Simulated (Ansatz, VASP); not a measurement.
One calculation of Ir, two programs

File INCAR:

```
SYSTEM = Ir
ALGO = Normal
EDIFF = 1E-6
ENCUT = 520
GGA = PS
ISIF = 2
ISMEAR = -1
LASPH = .TRUE.
LCHARG = .FALSE.
LREAL = .FALSE.
LWAVE = .FALSE.
NBANDS = 16
NELM = 60
PREC = Accurate
SIGMA = 0.1
```

The input KPOINTS:

```
k-points
0
G
  1 3 1
  0 0 0
```

File POSCAR:

```
Ir
1.0
   12.2384552500      0.0000000000      0.0000000000
    0.0000000000      2.2334312600      0.0000000000
    0.0000000000      0.0000000000      7.1930008000
Ir
2
Direct
    0.2499999998      0.0000000000      0.1639883997
    0.7500000002      0.0000000000      0.8360116003
```

Input for Ansatz:

```yaml
crystal:
  lattice:
    - [12.23845525, 0.0, 0.0]
    - [0.0, 2.23343126, 0.0]
    - [0.0, 0.0, 7.1930008]
  atoms:
    - { symbol: Ir, position: [0.24999999979572587, 0.0, 0.16398839966763246] }
    - { symbol: Ir, position: [0.7500000002042742, 0.0, 0.8360116003323675] }
kpoints:
  mp_grid:
    grid: [1, 3, 1]
hamiltonian:
  xc: pbesol
scf:
  occupations:
    method: fermi_dirac
    width: 0.1
output:
  forces: true
  stress: true
```

This isn't the form of Ir at room conditions, which is fcc.

Alike in both runs: task single point; functional PBEsol; k mesh 1 × 3 × 1; occupations fermi-dirac, width 0.1 eV; no spin polarisation.

|  | VASP | Ansatz |
| --- | --- | --- |
| version | VASP 6.6.1 | Ansatz 0.2.0 |
| potentials or method | VASP PAW PBE potentials, release 64 (Ir) | plane waves, PAW |
| plane-wave cutoff (eV) | 520 | 420 |
| valence electrons in the cell | 18 | 34 |

VASP gave:

| Property | Result |
| --- | --- |
| pressure (GPa) | -0.5 |
| largest component of the traceless stress (GPa) | 0.68 |

Problem. Which values does Ansatz return?

Solution. Pressure (GPa): -0.6; largest component of the traceless stress (GPa): 1.03.

The two sets of potentials don't hold the same shells in valence.

Caveats: the k mesh is coarse (spacing up to 0.94 Å⁻¹), so the values aren't converged; the PAW data sets were made with another functional, which shifts forces and pressure a little (VASP). The runs have no spin-orbit coupling, so splittings on Ir are missing.
